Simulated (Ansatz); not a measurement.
# Cu/BN/Cu: conductance against the thickness of the layer, part 2 of 6

Wanted: T(E), the conductance and its decay constant for Cu/BN/Cu. Both electrodes are Cu fcc(001); the barrier is BN zinc blende(001) (B and B faces). In the first transport cell, after relaxation, the nearest pair of electrode and barrier is Cu–B at 2.36 Å, at a slant, at the lower face and Cu–B at 2.36 Å, at a slant, at the upper one. All share a net of side 2.567 Å, which strains the lower electrode by +0.0 % and the barrier by +0.0 %, against typed lattice constants near PBE's. The first steps treat the bulk electrodes alone.

Ansatz 0.2.0; PBE DFT, plane waves, PAW files (the session's first sound run).

So far: The structure; Layer spacing of the electrode.

## 3. Relaxation

System of this step: Cu/BN/Cu. The cell holds 19 atoms: 8 Cu, 6 B and 5 N. Its edges and angles: a = 2.567 Å, b = 2.567 Å, c = 38.485 Å, α = 90.0°, β = 90.0°, γ = 90.0°. Vacuum lies along c.

Tunnelling depends exponentially on distance, so the interfaces are relaxed first. A short slab in vacuum serves: only the barrier and the layers next to it are taken over, and later cells can add or drop layers in the barrier's middle. The dipole correction removes the field that unlike faces would set up across the vacuum.

Contents of input.yaml:

```yaml
crystal:
  lattice:
    - [2.567, 0.0, 0.0]
    - [0.0, 2.567, 0.0]
    - [0.0, 0.0, 38.4852909428]
  atoms:
    - { symbol: Cu, position: [0.5, 0.5, 0.2078716259] }
    - { symbol: Cu, position: [0.0, 0.0, 0.255029898] }
    - { symbol: Cu, position: [0.5, 0.5, 0.3021881702] }
    - { symbol: Cu, position: [0.0, 0.0, 0.3493464424] }
    - { symbol: B, position: [0.5, 0.5, 0.3821043196] }
    - { symbol: "N", position: [0.0, 0.5, 0.4056834557] }
    - { symbol: B, position: [0.0, 0.0, 0.4292625917] }
    - { symbol: "N", position: [0.5, 0.0, 0.4528417278] }
    - { symbol: B, position: [0.5, 0.5, 0.4764208639] }
    - { symbol: "N", position: [0.0, 0.5, 0.5] }
    - { symbol: B, position: [0.0, 0.0, 0.5235791361] }
    - { symbol: "N", position: [0.5, 0.0, 0.5471582722] }
    - { symbol: B, position: [0.5, 0.5, 0.5707374083] }
    - { symbol: "N", position: [0.0, 0.5, 0.5943165443] }
    - { symbol: B, position: [0.0, 0.0, 0.6178956804] }
    - { symbol: Cu, position: [0.5, 0.5, 0.6506535576] }
    - { symbol: Cu, position: [0.0, 0.0, 0.6978118298] }
    - { symbol: Cu, position: [0.5, 0.5, 0.744970102] }
    - { symbol: Cu, position: [0.0, 0.0, 0.7921283741] }
kpoints:
  mp_grid: { grid: [10, 10, 1] }
scf:
  occupations: { method: fermi_dirac, width: 0.1 }
  max_iter: 150
hamiltonian:
  xc: pbe
efield:
  axis: 3
  dipole_correction: true
relax:
  f_tol: 0.04
  max_steps: 60
output:
  forces: true
```

On the command line:

```bash
$ ansatz run input.yaml --threads 4 --pin off --max-ram 12288MiB --backend cpu --events-out ev --progress --plain --runs-dir out
```

Numbers of over 12 decimals in the logs are rounded to 6 here.

What it wrote:

```text
[...]
Crystal: 19 atoms, lattice volume = 253.598 Å³
Basis set: ecut = 420 eV, 4981 PW (Γ), exchange–correlation on 36×36×540 points (8 copies of the dense FFT grid, shifted against one another)
Bands: 117, of which v1, the nominal top of the filled ones, is band 98 counted from 1 (97 counted from 0)
Symmetry: 4 space group operations
k-points: 36 of 100
[...]
SCF iter   1: F=—  HF=-55864.086884 eV  |F-HF|=—  |Δ(HF+E_count)|=         —  Δρ=8.84e-3  dr2=3.72e0  ethr=1.77e-3  p=0.000 e·Å  D=1.14e-13 V/Å  ΔV_dip=-0.00 eV  dr2_dipole=2.14e-8  V_vac-E_F(+/−)=4.76/4.76 eV  ⟨swp⟩=7.0  Hψ=17379  notcnv=0  defer=191
efield: sawtooth ramp at fractional position 0.9500 (placed from the atoms, in the widest stretch of the axis that holds none; the zero of the levels goes with the place), width 0.1000; the density the first Hamiltonian is built on has a dipole p = 0.000 e·Å; the dipole correction subtracts the counter field D = 1.14e-13 V/Å, which shifts the + side's vacuum level by -0.00 eV against the − side's; the planar-averaged density in the ramp window peaks in size at 5.9e-5 e/Å³
[...]
SCF iter   2: F=—  HF=-55863.999083 eV  |F-HF|=—  |Δ(HF+E_count)|=   8.78e-2  Δρ=4.22e-3  dr2=1.41e-1  ethr=1.77e-3  p=0.000 e·Å  D=5.25e-5 V/Å  ΔV_dip=-0.00 eV  dr2_dipole=4.88e-7  V_vac-E_F(+/−)=4.58/4.58 eV  ⟨swp⟩=2.5  Hψ=5233  notcnv=0  defer=296
[...]
SCF iter   7: F=-55863.983436 eV  HF=-55863.983445 eV  |F-HF|=8.93e-6  |Δ(HF+E_count)|=   1.56e-5  Δρ=7.98e-5  dr2=1.20e-5  ethr=2.05e-8  p=-0.000 e·Å  D=-6.60e-6 V/Å  ΔV_dip=0.00 eV  dr2_dipole=6.95e-9  V_vac-E_F(+/−)=4.59/4.59 eV  ⟨swp⟩=4.1  Hψ=18350  notcnv=0
SCF 1 converged in 7 iterations: F = -55863.983436 eV  dr2 = 1.20e-5
[...]
relax step   1: F+E_penalty+E_count = -55863.98343585 eV  Δ(F+E_penalty+E_count) = +0.000e0 eV  max|allowed force component| = 1.144e0 eV/Å  Δτ_max = 0.0000 Å  (7 SCF iters, dr2 threshold 4.00e-5 eV, accepted)
[...]
SCF iter   1: F=—  HF=-55864.464166 eV  |F-HF|=—  |Δ(HF+E_count)|=         —  Δρ=1.86e-2  dr2=5.32e-1  ethr=2.64e-4  p=-0.000 e·Å  D=-6.60e-6 V/Å  ΔV_dip=0.00 eV  dr2_dipole=8.26e-8  V_vac-E_F(+/−)=4.56/4.56 eV  ⟨swp⟩=1.5  Hψ=16467  notcnv=0  defer=277
efield: sawtooth ramp at fractional position 0.9500 (handed on by an earlier solve), width 0.1000; the density the first Hamiltonian is built on has a dipole p = -0.000 e·Å; the dipole correction subtracts the counter field D = -6.60e-6 V/Å, which shifts the + side's vacuum level by +0.00 eV against the − side's; the planar-averaged density in the ramp window peaks in size at 3.9e-5 e/Å³
[...]
SCF iter   2: F=—  HF=-55864.394491 eV  |F-HF|=—  |Δ(HF+E_count)|=   6.97e-2  Δρ=1.97e-2  dr2=7.70e-1  ethr=2.64e-4  p=0.000 e·Å  D=1.14e-4 V/Å  ΔV_dip=-0.00 eV  dr2_dipole=1.97e-6  V_vac-E_F(+/−)=4.49/4.49 eV  ⟨swp⟩=2.6  Hψ=8050  notcnv=0  defer=277
[...]
SCF iter   9: F=-55864.245485 eV  HF=-55864.245498 eV  |F-HF|=1.31e-5  |Δ(HF+E_count)|=   9.60e-6  Δρ=8.37e-5  dr2=1.09e-5  ethr=2.92e-8  p=0.000 e·Å  D=2.97e-6 V/Å  ΔV_dip=-0.00 eV  dr2_dipole=4.55e-8  V_vac-E_F(+/−)=4.56/4.56 eV  ⟨swp⟩=4.0  Hψ=12203  notcnv=0
SCF 2 converged in 9 iterations: F = -55864.245485 eV  dr2 = 1.09e-5
[...]
relax step   2: F+E_penalty+E_count = -55864.24548492 eV  Δ(F+E_penalty+E_count) = -2.620e-1 eV  max|allowed force component| = 6.294e-1 eV/Å  Δτ_max = 0.1390 Å  (9 SCF iters, dr2 threshold 8.19e-5 eV, accepted)
[...]
SCF iter   9: F=-55864.372797 eV  HF=-55864.372803 eV  |F-HF|=5.34e-6  |Δ(HF+E_count)|=   1.71e-5  Δρ=5.29e-5  dr2=7.54e-6  ethr=1.27e-8  p=0.000 e·Å  D=1.78e-6 V/Å  ΔV_dip=-0.00 eV  dr2_dipole=9.12e-8  V_vac-E_F(+/−)=4.54/4.54 eV  ⟨swp⟩=4.0  Hψ=16895  notcnv=0
SCF 3 converged in 9 iterations: F = -55864.372797 eV  dr2 = 7.54e-6
relax step   3: F+E_penalty+E_count = -55864.37279721 eV  Δ(F+E_penalty+E_count) = -1.273e-1 eV  max|allowed force component| = 4.330e-1 eV/Å  Δτ_max = 0.2000 Å  (9 SCF iters, dr2 threshold 2.48e-5 eV, accepted)
[...]
relax step   4: F+E_penalty+E_count = -55864.39014613 eV  Δ(F+E_penalty+E_count) = -1.735e-2 eV  max|allowed force component| = 1.721e-1 eV/Å  Δτ_max = 0.0264 Å  (6 SCF iters, dr2 threshold 5.67e-5 eV, accepted)
[...]
relax step   5: F+E_penalty+E_count = -55864.39120876 eV  Δ(F+E_penalty+E_count) = -1.063e-3 eV  max|allowed force component| = 9.088e-3 eV/Å  Δτ_max = 0.0113 Å  (6 SCF iters, dr2 threshold 4.68e-6 eV, accepted)
[...]
SCF iter   3: F=-55864.391209 eV  HF=-55864.391209 eV  |F-HF|=2.20e-8  |Δ(HF+E_count)|=   8.51e-7  Δρ=3.35e-6  dr2=2.20e-8  ethr=5.13e-11  p=0.000 e·Å  D=8.63e-8 V/Å  ΔV_dip=-0.00 eV  dr2_dipole=4.17e-10  V_vac-E_F(+/−)=4.54/4.54 eV  ⟨swp⟩=4.1  Hψ=19775  notcnv=0
SCF 6 converged in 3 iterations: F = -55864.391209 eV  dr2 = 2.20e-8
relax step   6: F+E_penalty+E_count = -55864.39120940 eV  Δ(F+E_penalty+E_count) = -6.406e-7 eV  max|allowed force component| = 9.059e-3 eV/Å  Δτ_max = 0.0000 Å  (3 SCF iters, accepted)
SCF converged after 3 iterations
Free energy (F): -55864.391209 eV
[...]
Internal energy: -55864.292132 eV  (E = F + TS)
E sigma→0 (E₀):  -55864.341671 eV
Entropy (-TS):   -0.099078 eV (-5.215 meV/atom)
Fermi energy:    8.135840 eV
Dipole field:    D = -0.000024 V/Å  (p = -0.000034 e·Å, saw-weighted, corrected)
Work function:   Φ+ = 4.5412 eV   Φ− = 4.5403 eV
Levels:          The Fermi level and band energies are counted from a zero that moves with the ramp; work functions are not
[...]
--- Forces (eV/Å), atoms counted from 1 ---
  atom   1  Cu     0.00000000     0.00000000     0.00069768
  atom   2  Cu     0.00000000     0.00000000     0.00155710
  atom   3  Cu    -0.00000000     0.00000000    -0.00046873
  atom   4  Cu    -0.00000000     0.00000000    -0.00330477
  atom   5  B     -0.00000000     0.00000000    -0.00520875
  atom   6  N      0.00000000     0.00000000     0.00903097
  atom   7  B      0.00000000     0.00000000     0.00228360
  atom   8  N     -0.00000000     0.00000000    -0.00279743
  atom   9  B      0.00000000     0.00000000     0.00206580
  atom  10  N     -0.00000000     0.00000000    -0.00001768
  atom  11  B     -0.00000000     0.00000000    -0.00207484
  atom  12  N      0.00000000     0.00000000     0.00278609
  atom  13  B     -0.00000000     0.00000000    -0.00231910
  atom  14  N     -0.00000000     0.00000000    -0.00905887
  atom  15  B      0.00000000     0.00000000     0.00525933
  atom  16  Cu     0.00000000     0.00000000     0.00327221
  atom  17  Cu     0.00000000     0.00000000     0.00043580
  atom  18  Cu    -0.00000000     0.00000000    -0.00157463
  atom  19  Cu    -0.00000000     0.00000000    -0.00055691
  max |Σ_I F_I| component: 6.88e-6 eV/Å
--- Relaxed structure (6 steps of the walk, 6 accepted, 0 SCFs on fresh bases) ---
  F+E_penalty+E_count = -55864.39120940 eV   max|allowed force component| = 9.059e-3 eV/Å
  atoms:
    - { symbol: Cu, position: [0.500000, 0.500000, 0.200482] }
    - { symbol: Cu, position: [-2.201675523612798e-17, 0.0, 0.246212] }
    - { symbol: Cu, position: [0.500000, 0.500000, 0.293276] }
    - { symbol: Cu, position: [-1.677164726495784e-17, 0.0, 0.342629] }
    - { symbol: B, position: [0.500000, 0.500000, 0.381862] }
    - { symbol: N, position: [1.001752873977124e-19, 0.500000, 0.405724] }
    - { symbol: B, position: [4.277287765810541e-19, 0.0, 0.429434] }
    - { symbol: N, position: [0.500000, 0.0, 0.452920] }
    - { symbol: B, position: [0.500000, 0.500000, 0.476471] }
    - { symbol: N, position: [0, 0.500000, 0.500000] }
    - { symbol: B, position: [-1.230086334369742e-19, 0.0, 0.523530] }
    - { symbol: N, position: [0.500000, 0.0, 0.547080] }
    - { symbol: B, position: [0.500000, 0.500000, 0.570567] }
    - { symbol: N, position: [0, 0.500000, 0.594277] }
    - { symbol: B, position: [6.070862641721673e-19, 0.0, 0.618139] }
    - { symbol: Cu, position: [0.500000, 0.500000, 0.657371] }
    - { symbol: Cu, position: [2.2251071109595928e-17, 0.0, 0.706724] }
    - { symbol: Cu, position: [0.500000, 0.500000, 0.753787] }
    - { symbol: Cu, position: [1.8445803935424338e-17, 0.0, 0.799516] }
```

Run time: 2.9 min. Hardware: 4 threads of Arm Neoverse V1, shared host; peak memory 1.3 GiB; 11 min of CPU time.

This run has no spin polarisation although its electron count is odd.

The steps of the relaxation:

| step | energy less that of the first step (eV) | largest force component (eV/Å) |
| --- | --- | --- |
| 1 | 0.0000 | 1.1445 |
| 2 | -0.2620 | 0.6294 |
| 3 | -0.3894 | 0.4330 |
| 4 | -0.4067 | 0.1721 |
| 5 | -0.4078 | 0.0091 |
| 6 | -0.4078 | 0.0091 |

Forces are held to the 4 operations that the run works with; a distortion that breaks them can't arise in this run.

The atoms that moved most (Å):

| atom | dx | dy | dz | length |
| --- | --- | --- | --- | --- |
| Cu3 | 0.000 | 0.000 | -0.343 | 0.343 |
| Cu17 | 0.000 | 0.000 | 0.343 | 0.343 |
| Cu2 | 0.000 | 0.000 | -0.339 | 0.339 |
| Cu18 | 0.000 | 0.000 | 0.339 | 0.339 |
| Cu1 | 0.000 | 0.000 | -0.284 | 0.284 |
| Cu19 | 0.000 | 0.000 | 0.284 | 0.284 |
| Cu16 | 0.000 | 0.000 | 0.259 | 0.259 |
| Cu4 | 0.000 | 0.000 | -0.259 | 0.259 |

This step gave:

```
free energy               : -55864.3912 eV
Fermi energy              : 8.136 eV
work function, upper face : 4.541 eV
work function, lower face : 4.540 eV
dipole moment             : -3.41e-5 e·Å
dipole field              : -2.43e-5 V/Å
```

The largest force component on a free atom ends at 0.0091 eV/Å. The work functions of the outer faces are 4.54 and 4.54 eV.

(Continued in part 3 of 6.)

[Logs are printed without paths, hosts, clocks, repeated set-up lines and the standing remarks that a program may print on its own settings, such as how far it seeks lower states.]

[Hosts, paths, dates, database ids (printed as entryN), source tags and the programs' standing remarks are cut or masked in the printed files.]
